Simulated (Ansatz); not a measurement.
# W2NOS MXene monolayer in a perpendicular field

Aim: how the W2NOS MXene monolayer screens a field along its normal, and what the field does to its bands. A positive field points along +c.

Method: plane-wave DFT, PBE-D3(BJ), Ansatz PAW (set soft_1); PAW set soft_1, in the first sound run; inputs show where later runs differ, in Ansatz 0.2.0.

## (1) Starting point

The cell holds 5 atoms: 1 S, 2 W, 1 N and 1 O. Cell: a = 3.054 Å, b = 3.054 Å, c = 41.767 Å, α = 90.0°, β = 90.0°, γ = 120.0°. Vacuum lies along c.

## (2) Relaxation

The starting cell is a guess, so the in-plane lattice and the atoms are relaxed first, with the slab cut off from its images along the normal.

input.yaml reads:

```yaml
crystal:
  lattice:
    - [3.053908, 0.0, 0.0]
    - [-1.526954, 2.6447619088, 0.0]
    - [0.0, 0.0, 41.7671113722]
  atoms:
    - { symbol: S, position: [0.3333333333, 0.6666666667, 0.4357495504] }
    - { symbol: W, position: [0.6666666667, 0.3333333333, 0.4784533442] }
    - { symbol: "N", position: [0.0, 0.0, 0.5073035733] }
    - { symbol: W, position: [0.3333333333, 0.6666666667, 0.5361538025] }
    - { symbol: O, position: [0.6666666667, 0.3333333333, 0.5642504496] }
  periodic: [true, true, false]
kpoints:
  mp_grid: { grid: [12, 12, 1] }
hamiltonian:
  xc: pbe
  dispersion: d3bj
  pseudopotentials: { kind: paw, azcp: { folder: soft_1 } }
scf:
  occupations: { method: fermi_dirac, width: 0.05 }
  convergence: { dr2_threshold: 1.0e-09 }
relax:
  f_tol: 0.004
  max_steps: 90
  cell: {}
output:
  write_potential: true
  write_density: true
  volumetric_format: npy
```

The run is started by

```sh
> ansatz run input.yaml --threads 4 --pin off --max-ram 6144MiB --backend cpu --events-out ev --progress --plain --runs-dir out
```

Numbers of over 12 decimals in the logs are rounded to 6 here.

What it wrote:

```text
Warning: relax.cell: scf.convergence.dr2_threshold = 1e-9 eV is looser than the 2.11731525683e-10 eV advised for a relaxation that steers and ends on the stress (1e-10 eV for each atom of the cell: 5, times the square of relax.cell.stress_2d_tol = 0.05 N/m over 15.4 Å (the atoms' height at the walk's start and 5 Å past either face), 3.254e-2 GPa, over a crystal's default 0.05). What an SCF threshold leaves in a stress goes as its square root, and in the free energy as the threshold itself, and one threshold admits the most on a small cell: [figures from the program's tests cut] Set scf.convergence.dr2_threshold to 2.11731525683e-10 eV or tighter. [rest of the remark cut]
Engine: ansatz 0.2.0, aarch64-unknown-linux-gnu
Pseudopotentials: kind: paw
Pseudopotential: S, paw, valence charge 6, recommended cutoff 420 eV (normal), soft_1/S.paw.azcp
Pseudopotential: W, paw, valence charge 14, recommended cutoff 420 eV (normal), soft_1/W.paw.azcp
Pseudopotential: N, paw, valence charge 5, recommended cutoff 420 eV (normal), soft_1/N.paw.azcp
Pseudopotential: O, paw, valence charge 6, recommended cutoff 420 eV (normal), soft_1/O.paw.azcp
Functional definition: PBE
  parameter kappa = 0.804
  parameter beta = 0.066725
  exchange = pbe_x(kappa = kappa, mu = beta*pi^2/3)
  correlation = pbe_c(beta = beta)
Crystal: 5 atoms, lattice volume = 337.347 Å³
Basis set: ecut = 420 eV, 6547 PW (Γ), exchange–correlation on 48×48×576 points (8 copies of the dense FFT grid, shifted against one another)
Bands: 28, of which v1, the nominal top of the filled ones, is band 23 counted from 1 (22 counted from 0)
Symmetry: 6 space group operations
Space group: P3m1 (ITA 156), of the structure as read, at distance tolerance 7.0e-5 Å
k-points: 19 of 144 (time reversal used)
Non-local potential: S, projectors of the file, l = 0: 2, l = 1: 2, l = 2: 1
Non-local potential: W, projectors of the file, l = 0: 3, l = 1: 2, l = 2: 2, l = 3: 1
Non-local potential: N, projectors of the file, l = 0: 2, l = 1: 2, l = 2: 1
Non-local potential: O, projectors of the file, l = 0: 2, l = 1: 2, l = 2: 1
PAW form: soft (Blöchl's): semilocal exchange-correlation on the pseudo side does not see the compensation charge
PAW one-centre angular grid: S, 110 points (default); XC on 64 Gauss nodes
PAW one-centre angular grid: W, 590 points (default); XC on 64 Gauss nodes
PAW one-centre angular grid: N, 110 points (default); XC on 64 Gauss nodes
PAW one-centre angular grid: O, 110 points (default); XC on 64 Gauss nodes
Initial density: superposition of atomic densities (neutral atoms: chi_scale 0, normalization atom)
Initial wavefunctions: pseudopotential atomic-orbital guess
Functional: x = pbe(κ = 0.804, μ = 0.219515), c = pbe(β = 0.066725)
SCF iter   1: F=—  HF=-22629.716298 eV  |F-HF|=—  |Δ(HF+E_count)|=         —  Δρ=5.77e-2  dr2=1.34e1  ethr=3.10e-3  ⟨swp⟩=16.6  Hψ=4486  notcnv=0
preconditioner: auto → LDOS  [metal: Δε(μ)=0.031 eV  Ē_g=10.312 eV  σ=0.050 eV  W_gap=0.15  n_scr=24 (ndim 8)  ℏωp=10.9 eV  f_vac=0.786  D(μ)=4.44/eV (n_scr^D=20)  β→1.0]
SCF iter   2: F=—  HF=-22626.872405 eV  |F-HF|=—  |Δ(HF+E_count)|=    2.84e0  Δρ=2.84e-2  dr2=2.59e0  ethr=3.10e-3  ⟨swp⟩=4.9  Hψ=1927  notcnv=0  defer=1
SCF iter   3: F=—  HF=-22626.607602 eV  |F-HF|=—  |Δ(HF+E_count)|=   2.65e-1  Δρ=1.43e-2  dr2=7.71e-1  ethr=3.10e-3  ⟨swp⟩=3.8  Hψ=1470  notcnv=0
SCF iter   4: F=—  HF=-22626.464129 eV  |F-HF|=—  |Δ(HF+E_count)|=   1.43e-1  Δρ=3.55e-3  dr2=1.61e-1  ethr=1.71e-3  ⟨swp⟩=3.5  Hψ=1120  notcnv=0
SCF iter   5: F=—  HF=-22626.456323 eV  |F-HF|=—  |Δ(HF+E_count)|=   7.81e-3  Δρ=1.47e-3  dr2=2.17e-2  ethr=3.58e-4  ⟨swp⟩=2.5  Hψ=945  notcnv=0
SCF iter   6: F=—  HF=-22626.457410 eV  |F-HF|=—  |Δ(HF+E_count)|=   1.09e-3  Δρ=4.21e-4  dr2=1.60e-3  ethr=4.83e-5  ⟨swp⟩=3.5  Hψ=1183  notcnv=0
SCF iter   7: F=—  HF=-22626.457250 eV  |F-HF|=—  |Δ(HF+E_count)|=   1.60e-4  Δρ=1.20e-4  dr2=2.31e-4  ethr=3.56e-6  ⟨swp⟩=3.7  Hψ=1214  notcnv=0
SCF iter   8: F=—  HF=-22626.457272 eV  |F-HF|=—  |Δ(HF+E_count)|=   2.16e-5  Δρ=3.50e-5  dr2=2.15e-5  ethr=5.13e-7  ⟨swp⟩=2.3  Hψ=849  notcnv=0
SCF iter   9: F=—  HF=-22626.457275 eV  |F-HF|=—  |Δ(HF+E_count)|=   3.59e-6  Δρ=1.34e-5  dr2=7.11e-7  ethr=4.77e-8  ⟨swp⟩=3.2  Hψ=1021  notcnv=0
SCF iter  10: F=—  HF=-22626.457433 eV  |F-HF|=—  |Δ(HF+E_count)|=   1.58e-4  Δρ=3.45e-6  dr2=8.63e-8  ethr=1.58e-9  ⟨swp⟩=3.7  Hψ=1294  notcnv=0
SCF iter  11: F=—  HF=-22626.457433 eV  |F-HF|=—  |Δ(HF+E_count)|=   1.26e-7  Δρ=8.82e-7  dr2=7.14e-9  ethr=1.92e-10  ⟨swp⟩=2.9  Hψ=1047  notcnv=0
SCF iter  12: F=-22626.457433 eV  HF=-22626.457433 eV  |F-HF|=4.32e-9  |Δ(HF+E_count)|=   1.96e-8  Δρ=2.09e-7  dr2=2.18e-10  ethr=2.22e-12  ⟨swp⟩=15.1  Hψ=5358  notcnv=0
SCF 1 converged in 12 iterations: F = -22626.457433 eV  dr2 = 2.18e-10
  greatest PAW one-centre occupation: 0.999 electrons in one spin orbital (limit 2), on the W atom at site 3 (counted from 0), in its partial waves of l = 0
relax step   1: F+E_penalty+E_count = -22626.45743283 eV  Δ(F+E_penalty+E_count) = +0.000e0 eV  max|allowed force component| = 3.024e0 eV/Å  Δτ_max = 0.0000 Å  P = -2.020 N/m  Ω = 337.347 Å³  fix = [c, alpha, beta]  reactions: c -0.000 N/m  (12 SCF iters, accepted)
Crystal: 5 atoms, lattice volume = 336.883 Å³
Initial density: handed on by an earlier stage of this run
Initial wavefunctions: those handed on with the density
iter 1 solved again at ethr=3.54e-4 eV; its pass at ethr=3.10e-3 eV (dr2=1.59e-1 eV) is discarded
SCF iter   1: F=—  HF=-22626.736030 eV  |F-HF|=—  |Δ(HF+E_count)|=         —  Δρ=5.28e-3  dr2=2.15e-1  ethr=3.54e-4  ⟨swp⟩=3.0  Hψ=5121  notcnv=0
eigensolver tolerance schedule calibrated: the retry pair's looser diagonalisation under-reported the residual by θ = 0.26 (0.28/decade); ethr = c·dr2/N_el runs at the constant in force after the calibration composes with the one it found (an armed cap, an earlier calibration), c = 1.3e-2
preconditioner: auto → LDOS  [metal: Δε(μ)=0.018 eV  Ē_g=9.355 eV  σ=0.050 eV  W_gap=0.09  n_scr=24 (ndim 8)  ℏωp=10.9 eV  f_vac=0.796  D(μ)=2.77/eV (n_scr^D=16)  β→1.0]
SCF iter   2: F=—  HF=-22626.717371 eV  |F-HF|=—  |Δ(HF+E_count)|=   1.87e-2  Δρ=2.78e-3  dr2=8.06e-2  ethr=6.25e-5  ⟨swp⟩=4.3  Hψ=1672  notcnv=0
SCF iter   3: F=—  HF=-22626.709378 eV  |F-HF|=—  |Δ(HF+E_count)|=   7.99e-3  Δρ=8.46e-4  dr2=5.09e-3  ethr=2.34e-5  ⟨swp⟩=4.9  Hψ=1582  notcnv=0
SCF iter   4: F=—  HF=-22626.708685 eV  |F-HF|=—  |Δ(HF+E_count)|=   6.93e-4  Δρ=1.87e-4  dr2=2.58e-4  ethr=1.48e-6  ⟨swp⟩=4.4  Hψ=1384  notcnv=0
[...]
relax step   5: F+E_penalty+E_count = -22627.00691536 eV  Δ(F+E_penalty+E_count) = -1.019e-2 eV  max|allowed force component| = 2.067e-1 eV/Å  Δτ_max = 0.0529 Å  P = -1.354 N/m  Ω = 313.173 Å³  energy of the carried Pulay correction = +7.479e-3 eV  fix = [c, alpha, beta]  reactions: c -0.000 N/m  (9 SCF iters, accepted)
relax step   6: F+E_penalty+E_count = -22627.00918405 eV  Δ(F+E_penalty+E_count) = -2.269e-3 eV  max|allowed force component| = 1.791e-1 eV/Å  Δτ_max = 0.0336 Å  P = -1.988 N/m  Ω = 311.707 Å³  energy of the carried Pulay correction = +7.950e-3 eV  fix = [c, alpha, beta]  reactions: c -0.000 N/m  (8 SCF iters, accepted)
relax step   7: F+E_penalty+E_count = -22627.01481614 eV  Δ(F+E_penalty+E_count) = -5.632e-3 eV  max|allowed force component| = 3.255e-2 eV/Å  Δτ_max = 0.0100 Å  P = -0.294 N/m  Ω = 309.845 Å³  energy of the carried Pulay correction = +8.552e-3 eV  fix = [c, alpha, beta]  reactions: c -0.000 N/m  (8 SCF iters, accepted)
relax step   8: F+E_penalty+E_count = -22627.01503096 eV  Δ(F+E_penalty+E_count) = -2.148e-4 eV  max|allowed force component| = 8.074e-3 eV/Å  Δτ_max = 0.0026 Å  P = -0.022 N/m  Ω = 309.602 Å³  energy of the carried Pulay correction = +8.631e-3 eV  fix = [c, alpha, beta]  reactions: c -0.000 N/m  (7 SCF iters, accepted)
relax step   9: F+E_penalty+E_count = -22627.01503678 eV  Δ(F+E_penalty+E_count) = -5.820e-6 eV  max|allowed force component| = 2.617e-4 eV/Å  Δτ_max = 0.0003 Å  P = +0.001 N/m  Ω = 309.590 Å³  energy of the carried Pulay correction = +8.635e-3 eV  fix = [c, alpha, beta]  reactions: c +0.000 N/m  (5 SCF iters, accepted)
relax step  10: F+E_penalty+E_count = -22627.00989683 eV  Δ(F+E_penalty+E_count) = +5.140e-3 eV  max|allowed force component| = 1.082e-3 eV/Å  Δτ_max = 0.0000 Å  P = -0.148 N/m  Ω = 309.590 Å³  fix = [c, alpha, beta]  reactions: c -0.000 N/m  stress off target by 1.48e-1 N/m on what of the cell is left free  SCF on the basis re-selected at this cell (its energy is not comparable with the rows above)  (6 SCF iters)
relax step  11: F+E_penalty+E_count = -22627.01001910 eV  Δ(F+E_penalty+E_count) = -1.223e-4 eV  max|allowed force component| = 9.128e-4 eV/Å  Δτ_max = 0.0015 Å  P = +0.000 N/m  Ω = 309.301 Å³  energy of the carried Pulay correction = +9.075e-5 eV  fix = [c, alpha, beta]  reactions: c +0.000 N/m  (6 SCF iters, accepted)
iter 1 solved again at ethr=3.74e-7 eV; its pass at ethr=3.10e-3 eV (dr2=1.68e-4 eV) is discarded
SCF iter   1: F=—  HF=-22627.009797 eV  |F-HF|=—  |Δ(HF+E_count)|=         —  Δρ=2.34e-6  dr2=2.47e-8  ethr=3.74e-7  ⟨swp⟩=7.1  Hψ=7630  notcnv=0
eigensolver tolerance schedule: the retry pair's looser diagonalisation over-reported the residual by 6815.79 of it (diagonalisation noise at 4.61 of the residual, at the tolerance the schedule requests for it); recorded, not acted on — ethr = c·dr2/N_el stays at c = 1.0e-1
preconditioner: auto → LDOS  [metal: Δε(μ)=0.118 eV  Ē_g=9.315 eV  σ=0.050 eV  W_gap=0.47  n_scr=26 (ndim 8)  ℏωp=11.4 eV  f_vac=0.783  D(μ)=1.71/eV (n_scr^D=12)  β→1.0]
SCF iter   2: F=—  HF=-22627.009926 eV  |F-HF|=—  |Δ(HF+E_count)|=   1.30e-4  Δρ=2.40e-6  dr2=6.83e-8  ethr=5.48e-11  ⟨swp⟩=6.9  Hψ=2457  notcnv=0
SCF iter   3: F=—  HF=-22627.009926 eV  |F-HF|=—  |Δ(HF+E_count)|=   3.18e-9  Δρ=6.83e-7  dr2=1.08e-8  ethr=5.48e-11  ⟨swp⟩=3.7  Hψ=967  notcnv=0
SCF iter   4: F=—  HF=-22627.009926 eV  |F-HF|=—  |Δ(HF+E_count)|=  3.82e-10  Δρ=4.89e-7  dr2=2.23e-9  ethr=2.39e-11  ⟨swp⟩=1.6  Hψ=676  notcnv=0
SCF iter   5: F=-22627.009926 eV  HF=-22627.009926 eV  |F-HF|=4.73e-11  |Δ(HF+E_count)|=  6.18e-11  Δρ=1.41e-7  dr2=1.28e-10  ethr=2.22e-12  ⟨swp⟩=18.9  Hψ=5438  notcnv=0
SCF 12 converged in 5 iterations: F = -22627.009926 eV  dr2 = 1.28e-10
relax step  12: F+E_penalty+E_count = -22627.00992629 eV  Δ(F+E_penalty+E_count) = +9.281e-5 eV  max|allowed force component| = 9.005e-4 eV/Å  Δτ_max = 0.0000 Å  P = -0.001 N/m  Ω = 309.301 Å³  fix = [c, alpha, beta]  reactions: c -0.000 N/m  stress off target by 1.07e-3 N/m on what of the cell is left free  SCF on the basis re-selected at this cell (its energy is not comparable with the rows above)  (5 SCF iters)
basis re-selected at this cell: Δ(F+E_penalty+E_count) = +9.281e-5 eV, ΔP = -0.002 N/m vs the last step (what re-selecting the basis moved, of the pressure what is left beyond the Pulay correction that the steps carried, after the strain that the cell walked since its last selection, with what the two solves' SCF thresholds leave and, on support functions, any second-order correction that the steps lacked; it is no m [...]
WARN: The output density's exchange-correlation potential varies sharply where the density is thin. Do not read a vacuum level from v_tot or v_xc, or from such a field of the output density. On a cell that repeats whose density bears no net charge and no dipole along the vacuum's axis use v_es (v_loc + v_h of the components); under efield.dipole_correction with no amplitude use v_es + v_field, which holds any externa [...]
SCF converged after 5 iterations
Free energy (F): -22627.009926 eV
Harris-Foulkes:  -22627.009926 eV  (|F-HF|=4.73e-11)
Internal energy: -22626.994120 eV  (E = F + TS)
E sigma→0 (E₀):  -22627.002023 eV
Entropy (-TS):   -0.015806 eV (-3.161 meV/atom)
Fermi energy:    -5.530309 eV
--- Per-component energies (eV) ---
  E_band       = -1227.725682
  E_kinetic    = 1249.293149
  E_local      = -205131.388410  (includes V_loc(G=0)·N_el)
  E_nonlocal   = 71.607024
  E_hartree    = 101845.565222
  E_xc         = -755.389214
  E_vxc        = -712.404865  (∫ρ·V_xc dr)
  E_paw        = -18053.809158  (= ΣΔE_a)
  E_vpaw       = -395.963136  (= ΣTr[D̂ρ^β])
  E_aug_tail   = 0.001940  (compensation charges beyond the density's cutoff)
  E_ewald      = 98148.691263
  E_disp       = -1.565935  (pairwise vdW)
  E_smearing   = -0.015806  (= −TS)
  E_closure    = 0.000000  (closes the sum)
  Σ components = -22627.009926   (vs F -22627.009926, Δ=0.00e0)
--- Forces (eV/Å), atoms counted from 1 ---
  atom   1  S      0.00000000    -0.00000000    -0.00039908
  atom   2  W      0.00000000     0.00000000     0.00074788
  atom   3  N     -0.00000000     0.00000000     0.00027897
  atom   4  W      0.00000000    -0.00000000    -0.00090005
  atom   5  O      0.00000000    -0.00000000     0.00027444
  max |Σ_I F_I| component: 2.15e-6 eV/Å
--- 2D stress c σ (N/m, compression-positive) ---
       -0.001070       0.000000      -0.000000
        0.000000      -0.001070      -0.000000
       -0.000000      -0.000000      -0.000000
  P = ½ c Tr σ = -0.0011 N/m
--- Band table (eV; the first three rows and the last of 19) ---
  k-point 0: bands = [... 19 lower, -7.2221, -7.2221, -6.0884, -6.0884, -5.3506, -5.3506, -5.2590, -2.7460, ... 1 higher]
  k-point 1: bands = [... 19 lower, -7.4680, -7.4224, -6.0901, -5.8144, -5.5119, -5.2801, -5.1265, -2.9932, ... 1 higher]
  k-point 2: bands = [... 19 lower, -7.5733, -7.4864, -6.3341, -5.7705, -5.6302, -4.7383, -4.7278, -3.0465, ... 1 higher]
  k-point 18: bands = [... 19 lower, -9.7545, -5.9190, -5.5048, -4.6494, -4.6415, -4.4870, -3.5211, -2.4396, ... 1 higher]
  the weakly bound empty levels are not read free of the cell's end (no_gap_told)
--- Relaxed structure (10 steps of the walk, 10 accepted, 2 SCFs on fresh bases) ---
  F+E_penalty+E_count = -22627.00992629 eV   max|allowed force component| = 9.005e-4 eV/Å   (the final SCF, on the basis selected at the relaxed cell)
  cell:  # Å, volume = 309.3008 Å³
    - [2.924206, -4.799925808885402e-18, 0]
    - [-1.462103, 2.532437, 0]
    - [0, 0, 41.7671113722]
  atoms:
    - { symbol: S, position: [0.333333, 0.666667, 0.431602] }
    - { symbol: W, position: [0.666667, 0.333333, 0.471664] }
    - { symbol: N, position: [2.049566798192665e-18, 0, 0.508653] }
    - { symbol: W, position: [0.333333, 0.666667, 0.540680] }
    - { symbol: O, position: [0.666667, 0.333333, 0.569312] }
```

It took 54 s on 4 threads of Arm Neoverse V2, shared host; peak memory 0.7 GiB; 3.4 min of CPU time.

Step by step:

| step | energy less that of the first step (eV) | largest force component (eV/Å) | volume (Å³) |
| --- | --- | --- | --- |
| 1 | 0.0000 | 3.0243 | 337.35 |
| 2 | -0.2514 | 1.0116 | 336.88 |
| 3 | -0.4167 | 0.3455 | 329.89 |
| 4 | -0.5393 | 0.4321 | 307.37 |
| 5 | -0.5495 | 0.2067 | 313.17 |
| 6 | -0.5518 | 0.1791 | 311.71 |
| 7 | -0.5574 | 0.0326 | 309.85 |
| 8 | -0.5576 | 0.0081 | 309.60 |
| 9 | -0.5576 | 0.0003 | 309.59 |
| 10* | -0.5525 | 0.0011 | 309.59 |
| 11 | -0.5526 | 0.0009 | 309.30 |
| 12* | -0.5525 | 0.0009 | 309.30 |

Relaxation steps marked * repeat the geometry before them on a plane-wave basis chosen anew for their cell, so energy and pressure can jump there.

Forces are held to the 6 operations that the run works with; a distortion that breaks them can't arise in this run.

| cell as run | before | after | change |
| --- | --- | --- | --- |
| a (Å) | 3.054 | 2.924 | -4.2 % |
| b (Å) | 3.054 | 2.924 | -4.2 % |

The atoms that moved most (Å, along periodic axes as changes of fractional coordinates times the final cell, across vacuum about the mean position):

| atom | dx | dy | dz | length |
| --- | --- | --- | --- | --- |
| W2 | 0.000 | 0.000 | -0.284 | 0.284 |
| O5 | 0.000 | 0.000 | 0.211 | 0.211 |
| W4 | 0.000 | 0.000 | 0.189 | 0.189 |
| S1 | 0.000 | 0.000 | -0.173 | 0.173 |
| N3 | 0.000 | 0.000 | 0.056 | 0.056 |

The relaxed structure:

```xyz
5
Lattice="2.9242 0.0000 0.0000 -1.4621 2.5324 0.0000 0.0000 0.0000 41.7671" Properties=species:S:1:pos:R:3
S     0.0000    1.6883   18.0268
W     1.4621    0.8441   19.7000
N     0.0000    0.0000   21.2450
W     0.0000    1.6883   22.5826
O     1.4621    0.8441   23.7785
```

This step gave:

```yaml
energy_at_zero_smearing: -22627.0020 eV
```

The lattice constant a goes from 3.054 to 2.924 Å.

(Continued in part 2 of 3.)

[Logs are printed without paths, hosts, clocks, repeated set-up lines and the standing remarks that a program may print on its own settings, such as how far it seeks lower states.]

[Hosts, paths, dates, database ids (printed as entryN), source tags and the programs' standing remarks are cut or masked in the printed files.]

[Maps of the electrostatic potential energy from Ansatz leave out the sawtooth potential of an applied field or a dipole correction, so their vacuum need not be flat; planar profiles and work functions include it.]
